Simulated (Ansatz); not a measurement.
# Copper, beta-Sn type under PBE: ground state and equation of state, part 2 of 2

The plan for copper in the beta-Sn type structure: relax it, solve it on a dense k-mesh, switch on spin-orbit coupling, then scale the cell to 7 volumes from 88 to 112 % of the relaxed one and try a fit of the equation of state. The k-meshes are 14×14×10 for the relaxation; 26×26×12 for the dense run; 16×16×8 for spin-orbit coupling; 26×26×12 for the volumes.

Ansatz 0.2.0; DFT, PBE, plane waves (420 eV) with PAW, scalar-relativistic. The steps go on from the part before.

### 3 Dense single point

File input.yaml:

```yaml
crystal:
  lattice:
    - [-1.7254177269, 1.4204482736, 1.2653817684]
    - [1.4204482736, -1.7254177269, 1.2653817684]
    - [3.2292911922, 3.2292911922, -1.8239338806]
  atoms:
    - { symbol: Cu, position: [0.9585652268, 0.0414347732, 1.0] }
    - { symbol: Cu, position: [0.7914347732, 0.2085652268, 0.5] }
hamiltonian:
  xc: pbe
  pseudopotentials:
    kind: paw
    azcp:
      Cu: "pseudopotentials/Cu.paw.azcp"
basis:
  ecutwfc: 420
  fft_grid_basis: typed
kpoints:
  mp_grid: { grid: [26, 26, 12], shift: [0, 0, 0] }
magnetization:
  spin_polarized: false
scf:
  occupations: { method: fermi_dirac, width: 0.1 }
```

The program printed, cut to the lines that bear on the results:

```text
[...]
Pseudopotentials: kind: paw
Pseudopotential: Cu, paw, valence charge 19, recommended cutoff 420 eV (normal), <dir>
Functional definition: PBE
[...]
Crystal: 2 atoms, lattice volume = 23.960 Å³
Basis set: ecut = 420 eV, 465 PW (Γ)
Bands: 23, of which v1, the nominal top of the filled ones, is band 19 counted from 1 (18 counted from 0)
Symmetry: 4 space group operations
Space group: C2/c (ITA 15), of the structure as read, at distance tolerance 2.9e-5 Å
k-points: 2121 of 8112
[...]
SCF iter   1: F=—  HF=-13250.342465 eV  |F-HF|=—  |Δ(HF+E_count)|=         —  Δρ=1.31e-3  dr2=1.26e-4  ethr=1.77e-3  ⟨swp⟩=4.6  Hψ=177430  notcnv=0
[...]
SCF iter   6: F=-13250.342893 eV  HF=-13250.342893 eV  |F-HF|=9.09e-12  |Δ(HF+E_count)|=   4.21e-9  Δρ=2.92e-7  dr2=7.60e-12  ethr=4.16e-12  ⟨swp⟩=1.0  Hψ=146892  notcnv=0
[...]
SCF converged after 6 iterations
Free energy (F): -13250.342893 eV
[...]
E sigma→0 (E₀):  -13250.332319 eV
Entropy (-TS):   -0.021148 eV (-10.574 meV/atom)
Fermi energy:    16.457252 eV
[...]
```

It took 74 s on 1 thread of an x86-64 CPU, shared host; peak memory 1.2 GiB.

### 4 With spin-orbit coupling

input.yaml: that of step 3 with these lines changed.

```diff
@@ -11,3 +11,3 @@
   pseudopotentials:
-    kind: paw
+    kind: paw_fr
     azcp:
@@ -18,5 +18,6 @@
 kpoints:
-  mp_grid: { grid: [26, 26, 12], shift: [0, 0, 0] }
+  mp_grid: { grid: [16, 16, 8], shift: [0, 0, 0] }
 magnetization:
-  spin_polarized: false
+  noncollinear: true
+  spin_orbit: true
 scf:
```

The program printed, cut to the lines that bear on the results:

```text
[...]
Pseudopotentials: kind: paw_fr
Pseudopotential: Cu, paw_fr, valence charge 19, recommended cutoff 420 eV (normal), <dir>
[... 1 set-up line as earlier in the session ...]
[...]
non-collinear run that drives no moment, with spin-orbit: no starting moment large enough to seed its density (crystal.atoms[].spin), no starting occupations that ask for one, no magnetisation constraint and no magnetic field, so the semilocal B_xc is pinned to zero
Crystal: 2 atoms, lattice volume = 23.960 Å³
Basis set: ecut = 420 eV, 465 PW (Γ)
Bands: 46, of which v1, the nominal top of the filled ones, is band 38 counted from 1 (37 counted from 0)
Symmetry: 4 space group operations + 4 with time reversal
Magnetic group: BNS 15.86 (UNI 93), of the structure as read, at distance tolerance 2.9e-5 Å
k-points: 554 of 2048
Projection manifold: j_resolved (fully-relativistic pseudo-atomic orbitals)
[...]
SCF iter   1: F=—  HF=-13252.902911 eV  |F-HF|=—  |Δ(HF+E_count)|=         —  Δρ=2.59e-1  dr2=9.93e0  dr2_m=0.00e0 (ungated)  ethr=3.10e-3  |M|=0.00e0 ∫|m|=0.00e0 μB  |m|>n=0.0e0 m-floor=0.0e0 τ_xc=0.0e0  β_m=0.30  ⟨swp⟩=6.8  Hψ=58306  notcnv=0  defer=238
[...]
SCF iter   8: F=-13251.073837 eV  HF=-13251.073837 eV  |F-HF|=1.00e-10  |Δ(HF+E_count)|=  5.84e-10  Δρ=1.20e-6  dr2=2.29e-10  dr2_m=0.00e0 (ungated)  ethr=4.70e-12  |M|=0.00e0 ∫|m|=0.00e0 μB  |m|>n=0.0e0 m-floor=0.0e0 τ_xc=0.0e0  ⟨swp⟩=1.0  Hψ=37821  notcnv=0
[...]
SCF converged after 8 iterations
Magnetization: |M| = 0.0000 μB,  M = (+0.0000, +0.0000, +0.0000) μB
Absolute magnetization: 0.0000 μB (∫|m|)
  site 0: m = (+0.0000, +0.0000, +0.0000) μB, |m| = 0.0000 μB  (R = 1.06 Å)
  site 1: m = (+0.0000, +0.0000, +0.0000) μB, |m| = 0.0000 μB  (R = 1.06 Å)
Free energy (F): -13251.073837 eV
[...]
E sigma→0 (E₀):  -13251.061097 eV
Entropy (-TS):   -0.025481 eV (-12.740 meV/atom)
Fermi energy:    16.439048 eV
[...]
```

It took 2 min on 1 thread of an x86-64 CPU, shared host; peak memory 1.1 GiB.

Side by side:

```tsv
	scalar-relativistic	with spin-orbit coupling
k-mesh	26×26×12	16×16×8
gap on the mesh	none (levels filled in part)	none (levels filled in part)
```

The meshes differ, so small differences between the columns need not come from spin-orbit coupling.

### 5 Volume × 0.88

File input.yaml:

```yaml
crystal:
  lattice:
    - [-1.6534401516, 1.3611928128, 1.2125950664]
    - [1.3611928128, -1.6534401516, 1.2125950664]
    - [3.0945779885, 3.0945779885, -1.7478466027]
  atoms:
    - { symbol: Cu, position: [0.9585652268, 0.0414347732, 1.0] }
    - { symbol: Cu, position: [0.7914347732, 0.2085652268, 0.5] }
hamiltonian:
  xc: pbe
  pseudopotentials:
    kind: paw
    azcp:
      Cu: "pseudopotentials/Cu.paw.azcp"
basis:
  ecutwfc: 420
  fft_grid_basis: typed
kpoints:
  mp_grid: { grid: [26, 26, 12], shift: [0, 0, 0] }
magnetization:
  spin_polarized: false
scf:
  occupations: { method: fermi_dirac, width: 0.1 }
output:
  stress: true
```

The program printed, cut to the lines that bear on the results:

```text
[...]
[... 3 set-up lines as earlier in the session ...]
[...]
Crystal: 2 atoms, lattice volume = 21.085 Å³
Basis set: ecut = 420 eV, 391 PW (Γ)
Bands: 23, of which v1, the nominal top of the filled ones, is band 19 counted from 1 (18 counted from 0)
[... 1 set-up line as earlier in the session ...]
Space group: C2/c (ITA 15), of the structure as read, at distance tolerance 2.8e-5 Å
k-points: 2121 of 8112
[...]
SCF iter   1: F=—  HF=-13250.150370 eV  |F-HF|=—  |Δ(HF+E_count)|=         —  Δρ=1.51e-3  dr2=1.08e-4  ethr=1.77e-3  ⟨swp⟩=5.6  Hψ=182615  notcnv=0
[...]
SCF iter   6: F=-13250.150968 eV  HF=-13250.150968 eV  |F-HF|=5.07e-10  |Δ(HF+E_count)|=   9.51e-9  Δρ=6.55e-7  dr2=2.67e-11  ethr=7.73e-11  ⟨swp⟩=4.0  Hψ=176742  notcnv=0
[...]
SCF converged after 6 iterations
Free energy (F): -13250.150968 eV
[...]
E sigma→0 (E₀):  -13250.141185 eV
Entropy (-TS):   -0.019565 eV (-9.782 meV/atom)
Fermi energy:    19.363262 eV
[...]
--- Stress (GPa, compression-positive) ---
       24.597191       0.502704       0.085348
        0.502704      24.597191       0.085348
        0.085348       0.085348      24.102813
  P = ⅓ Tr σ = 24.4324 GPa (244.324 kbar)
```

It took 71 s on 1 thread of an x86-64 CPU, shared host; peak memory 1.2 GiB.

### 6 Volume × 0.92

input.yaml: that of step 5 with these lines changed.

```diff
@@ -2,5 +2,5 @@
   lattice:
-    - [-1.6534401516, 1.3611928128, 1.2125950664]
-    - [1.3611928128, -1.6534401516, 1.2125950664]
-    - [3.0945779885, 3.0945779885, -1.7478466027]
+    - [-1.6781220017, 1.3815121191, 1.2306961688]
+    - [1.3815121191, -1.6781220017, 1.2306961688]
+    - [3.1407725301, 3.1407725301, -1.773937712]
   atoms:
```

The program printed, cut to the lines that bear on the results:

```text
[...]
[... 3 set-up lines as earlier in the session ...]
[...]
Crystal: 2 atoms, lattice volume = 22.043 Å³
Basis set: ecut = 420 eV, 403 PW (Γ)
Bands: 23, of which v1, the nominal top of the filled ones, is band 19 counted from 1 (18 counted from 0)
[... 2 set-up lines as earlier in the session ...]
k-points: 2121 of 8112
[...]
SCF iter   1: F=—  HF=-13250.264796 eV  |F-HF|=—  |Δ(HF+E_count)|=         —  Δρ=1.43e-3  dr2=1.15e-4  ethr=1.77e-3  ⟨swp⟩=5.2  Hψ=180117  notcnv=0
[...]
SCF iter   6: F=-13250.265322 eV  HF=-13250.265322 eV  |F-HF|=2.55e-11  |Δ(HF+E_count)|=   1.56e-8  Δρ=5.67e-7  dr2=1.93e-11  ethr=3.10e-11  ⟨swp⟩=3.6  Hψ=146001  notcnv=0
[...]
SCF converged after 6 iterations
Free energy (F): -13250.265322 eV
[...]
E sigma→0 (E₀):  -13250.255263 eV
Entropy (-TS):   -0.020117 eV (-10.059 meV/atom)
Fermi energy:    18.307131 eV
[...]
--- Stress (GPa, compression-positive) ---
       14.365543       0.458916       0.070095
        0.458916      14.365543       0.070095
        0.070095       0.070095      13.909835
  P = ⅓ Tr σ = 14.2136 GPa (142.136 kbar)
```

Wall time 62 s (1 thread of an x86-64 CPU, shared host); peak memory 1.2 GiB.

### 7 Volume × 0.96

input.yaml: that of step 6 with these lines changed.

```diff
@@ -2,5 +2,5 @@
   lattice:
-    - [-1.6781220017, 1.3815121191, 1.2306961688]
-    - [1.3815121191, -1.6781220017, 1.2306961688]
-    - [3.1407725301, 3.1407725301, -1.773937712]
+    - [-1.7020984125, 1.4012506733, 1.2482799183]
+    - [1.4012506733, -1.7020984125, 1.2482799183]
+    - [3.1856467719, 3.1856467719, -1.7992831037]
   atoms:
```

The program printed, cut to the lines that bear on the results:

```text
[...]
[... 3 set-up lines as earlier in the session ...]
[...]
Crystal: 2 atoms, lattice volume = 23.002 Å³
Basis set: ecut = 420 eV, 451 PW (Γ)
Bands: 23, of which v1, the nominal top of the filled ones, is band 19 counted from 1 (18 counted from 0)
[... 2 set-up lines as earlier in the session ...]
k-points: 2121 of 8112
[...]
SCF iter   1: F=—  HF=-13250.324941 eV  |F-HF|=—  |Δ(HF+E_count)|=         —  Δρ=1.37e-3  dr2=1.22e-4  ethr=1.77e-3  ⟨swp⟩=4.8  Hψ=178139  notcnv=0
[...]
SCF iter   6: F=-13250.325405 eV  HF=-13250.325405 eV  |F-HF|=5.69e-10  |Δ(HF+E_count)|=   3.08e-9  Δρ=1.01e-6  dr2=9.48e-11  ethr=4.89e-12  ⟨swp⟩=1.7  Hψ=157821  notcnv=0
[...]
SCF converged after 6 iterations
Free energy (F): -13250.325405 eV
[...]
E sigma→0 (E₀):  -13250.315079 eV
Entropy (-TS):   -0.020651 eV (-10.325 meV/atom)
Fermi energy:    17.342205 eV
[...]
--- Stress (GPa, compression-positive) ---
        6.338025       0.423207       0.058483
        0.423207       6.338025       0.058483
        0.058483       0.058483       5.914065
  P = ⅓ Tr σ = 6.1967 GPa (61.967 kbar)
```

It took 62 s on 1 thread of an x86-64 CPU, shared host; peak memory 1.2 GiB.

### 8 Volume × 1.0

input.yaml: that of step 7 with these lines changed.

```diff
@@ -2,5 +2,5 @@
   lattice:
-    - [-1.7020984125, 1.4012506733, 1.2482799183]
-    - [1.4012506733, -1.7020984125, 1.2482799183]
-    - [3.1856467719, 3.1856467719, -1.7992831037]
+    - [-1.7254177269, 1.4204482736, 1.2653817684]
+    - [1.4204482736, -1.7254177269, 1.2653817684]
+    - [3.2292911922, 3.2292911922, -1.8239338806]
   atoms:
```

The program printed, cut to the lines that bear on the results:

```text
[...]
[... 3 set-up lines as earlier in the session ...]
[...]
Crystal: 2 atoms, lattice volume = 23.960 Å³
Basis set: ecut = 420 eV, 465 PW (Γ)
Bands: 23, of which v1, the nominal top of the filled ones, is band 19 counted from 1 (18 counted from 0)
[... 2 set-up lines as earlier in the session ...]
k-points: 2121 of 8112
[...]
SCF iter   1: F=—  HF=-13250.342465 eV  |F-HF|=—  |Δ(HF+E_count)|=         —  Δρ=1.31e-3  dr2=1.26e-4  ethr=1.77e-3  ⟨swp⟩=4.6  Hψ=177430  notcnv=0
[...]
SCF iter   6: F=-13250.342893 eV  HF=-13250.342893 eV  |F-HF|=1.27e-11  |Δ(HF+E_count)|=   4.21e-9  Δρ=2.92e-7  dr2=7.61e-12  ethr=4.16e-12  ⟨swp⟩=1.3  Hψ=150991  notcnv=0
[...]
SCF converged after 6 iterations
Free energy (F): -13250.342893 eV
[...]
E sigma→0 (E₀):  -13250.332319 eV
Entropy (-TS):   -0.021148 eV (-10.574 meV/atom)
Fermi energy:    16.457252 eV
[...]
--- Stress (GPa, compression-positive) ---
        0.033530       0.394738       0.049712
        0.394738       0.033530       0.049712
        0.049712       0.049712      -0.362668
  P = ⅓ Tr σ = -0.0985 GPa (-0.985 kbar)
```

Wall time 68 s (1 thread of an x86-64 CPU, shared host); peak memory 1.3 GiB.

### 9 Volume × 1.04

input.yaml: that of step 8 with these lines changed.

```diff
@@ -2,5 +2,5 @@
   lattice:
-    - [-1.7254177269, 1.4204482736, 1.2653817684]
-    - [1.4204482736, -1.7254177269, 1.2653817684]
-    - [3.2292911922, 3.2292911922, -1.8239338806]
+    - [-1.7481231955, 1.439140526, 1.2820334381]
+    - [1.439140526, -1.7481231955, 1.2820334381]
+    - [3.271786739, 3.271786739, -1.8479357631]
   atoms:
```

The program printed, cut to the lines that bear on the results:

```text
[...]
[... 3 set-up lines as earlier in the session ...]
[...]
Crystal: 2 atoms, lattice volume = 24.918 Å³
Basis set: ecut = 420 eV, 525 PW (Γ)
Bands: 23, of which v1, the nominal top of the filled ones, is band 19 counted from 1 (18 counted from 0)
[... 2 set-up lines as earlier in the session ...]
k-points: 2121 of 8112
[...]
SCF iter   1: F=—  HF=-13250.326545 eV  |F-HF|=—  |Δ(HF+E_count)|=         —  Δρ=1.27e-3  dr2=1.32e-4  ethr=1.77e-3  ⟨swp⟩=4.6  Hψ=177862  notcnv=0
[...]
SCF iter   6: F=-13250.326936 eV  HF=-13250.326936 eV  |F-HF|=3.64e-12  |Δ(HF+E_count)|=   2.79e-9  Δρ=3.26e-7  dr2=9.57e-12  ethr=3.96e-12  ⟨swp⟩=1.6  Hψ=156404  notcnv=0
[...]
SCF converged after 6 iterations
Free energy (F): -13250.326936 eV
[...]
E sigma→0 (E₀):  -13250.316136 eV
Entropy (-TS):   -0.021600 eV (-10.800 meV/atom)
Fermi energy:    15.642653 eV
[...]
--- Stress (GPa, compression-positive) ---
       -4.914729       0.371969       0.043268
        0.371969      -4.914729       0.043268
        0.043268       0.043268      -5.285768
  P = ⅓ Tr σ = -5.0384 GPa (-50.384 kbar)
```

It took 79 s on 1 thread of an x86-64 CPU, shared host; peak memory 1.3 GiB.

### 10 Volume × 1.08

input.yaml: that of step 9 with these lines changed.

```diff
@@ -2,5 +2,5 @@
   lattice:
-    - [-1.7481231955, 1.439140526, 1.2820334381]
-    - [1.439140526, -1.7481231955, 1.2820334381]
-    - [3.271786739, 3.271786739, -1.8479357631]
+    - [-1.7702536865, 1.4573594288, 1.2982634324]
+    - [1.4573594288, -1.7702536865, 1.2982634324]
+    - [3.3132061581, 3.3132061581, -1.8713298385]
   atoms:
```

The program printed, cut to the lines that bear on the results:

```text
[...]
[... 3 set-up lines as earlier in the session ...]
[...]
Crystal: 2 atoms, lattice volume = 25.877 Å³
Basis set: ecut = 420 eV, 535 PW (Γ)
Bands: 23, of which v1, the nominal top of the filled ones, is band 19 counted from 1 (18 counted from 0)
[... 1 set-up line as earlier in the session ...]
Space group: C2/c (ITA 15), of the structure as read, at distance tolerance 3.0e-5 Å
k-points: 2121 of 8112
[...]
SCF iter   1: F=—  HF=-13250.284399 eV  |F-HF|=—  |Δ(HF+E_count)|=         —  Δρ=1.25e-3  dr2=1.43e-4  ethr=1.77e-3  ⟨swp⟩=4.6  Hψ=177941  notcnv=0
[...]
SCF iter   6: F=-13250.284753 eV  HF=-13250.284753 eV  |F-HF|=1.82e-12  |Δ(HF+E_count)|=   3.47e-9  Δρ=2.43e-7  dr2=5.62e-12  ethr=5.46e-12  ⟨swp⟩=1.6  Hψ=154887  notcnv=0
[...]
SCF converged after 6 iterations
Free energy (F): -13250.284753 eV
[...]
E sigma→0 (E₀):  -13250.273750 eV
Entropy (-TS):   -0.022005 eV (-11.003 meV/atom)
Fermi energy:    14.890218 eV
[...]
--- Stress (GPa, compression-positive) ---
       -8.793185       0.351738       0.038524
        0.351738      -8.793185       0.038524
        0.038524       0.038524      -9.139914
  P = ⅓ Tr σ = -8.9088 GPa (-89.088 kbar)
```

It took 72 s on 1 thread of an x86-64 CPU, shared host; peak memory 1.3 GiB.

### 11 Volume × 1.12

input.yaml: that of step 10 with these lines changed.

```diff
@@ -2,5 +2,5 @@
   lattice:
-    - [-1.7702536865, 1.4573594288, 1.2982634324]
-    - [1.4573594288, -1.7702536865, 1.2982634324]
-    - [3.3132061581, 3.3132061581, -1.8713298385]
+    - [-1.791844274, 1.4751338565, 1.3140974738]
+    - [1.4751338565, -1.791844274, 1.3140974738]
+    - [3.3536150937, 3.3536150937, -1.8941531834]
   atoms:
```

The program printed, cut to the lines that bear on the results:

```text
[...]
[... 3 set-up lines as earlier in the session ...]
[...]
Crystal: 2 atoms, lattice volume = 26.835 Å³
Basis set: ecut = 420 eV, 549 PW (Γ)
Bands: 23, of which v1, the nominal top of the filled ones, is band 19 counted from 1 (18 counted from 0)
[... 2 set-up lines as earlier in the session ...]
k-points: 2121 of 8112
[...]
SCF iter   1: F=—  HF=-13250.221752 eV  |F-HF|=—  |Δ(HF+E_count)|=         —  Δρ=1.29e-3  dr2=1.69e-4  ethr=1.77e-3  ⟨swp⟩=4.6  Hψ=178312  notcnv=0
[...]
SCF iter   6: F=-13250.222061 eV  HF=-13250.222061 eV  |F-HF|=1.09e-8  |Δ(HF+E_count)|=   1.16e-8  Δρ=4.42e-6  dr2=4.50e-9  ethr=2.63e-10  ⟨swp⟩=4.0  Hψ=176650  notcnv=0
[...]
SCF converged after 6 iterations
Free energy (F): -13250.222061 eV
[...]
E sigma→0 (E₀):  -13250.210878 eV
Entropy (-TS):   -0.022366 eV (-11.183 meV/atom)
Fermi energy:    14.192921 eV
[...]
--- Stress (GPa, compression-positive) ---
      -11.819844       0.331324       0.034617
        0.331324     -11.819844       0.034617
        0.034617       0.034617     -12.142107
  P = ⅓ Tr σ = -11.9273 GPa (-119.273 kbar)
```

Wall time 72 s (1 thread of an x86-64 CPU, shared host); peak memory 1.4 GiB.

### 12 Fitting the volumes

All volumes keep the relaxed shape and fractional coordinates.

```tsv
V (Å³/atom)	E − E₀ (meV/atom)	P from the stress (GPa)	P from the fit (GPa)
10.542	95.6	24.43	24.41
11.022	38.5	14.21	14.16
11.501	8.6	6.20	6.15
11.980	0.0	-0.10	-0.14
12.459	8.1	-5.04	-5.07
12.938	29.3	-8.91	-8.94
13.418	60.7	-11.93	-11.97
```

Fit (Birch-Murnaghan, third order): V₀ = 11.968 Å³/atom, B₀ = 140 GPa, B₀′ = 5.0, largest residual 0.01 meV/atom.

### 13 Outcome

This closing draws on all 2 parts.

```
                      quantity                                   value
space group (spins left aside)                      P6_3/mmc (No. 194)
             conventional cell  a = 2.568 Å, c = 4.196 Å (c/a = 1.634)
                        volume                          11.980 Å³/atom
             shortest distance                                 2.567 Å
               gap on the mesh            none (levels filled in part)
               relative to fcc                             +9 meV/atom
                   V₀, B₀, B₀′            11.968 Å³/atom, 140 GPa, 5.0
```

**Reading.** The relaxation shrank the cell by 3.4 % in volume. The cell has left its prototype: it ends as hcp. What follows belongs to that structure, not to the type named at the start. The mesh has less symmetry than the lattice, which may have let the distortion in. It lies 9 meV/atom above the element's reference form at the same level (fcc, from a run of its own). No gap shows: it is a metal or semimetal at this level. The total energy of the spin-orbit run lies -0.36 eV/atom from the scalar one, but the two kinds of run don't share a zero of energy: only differences within one kind count. B₀ comes out at 140 GPa; letting shape and positions relax at each volume could only lower it.
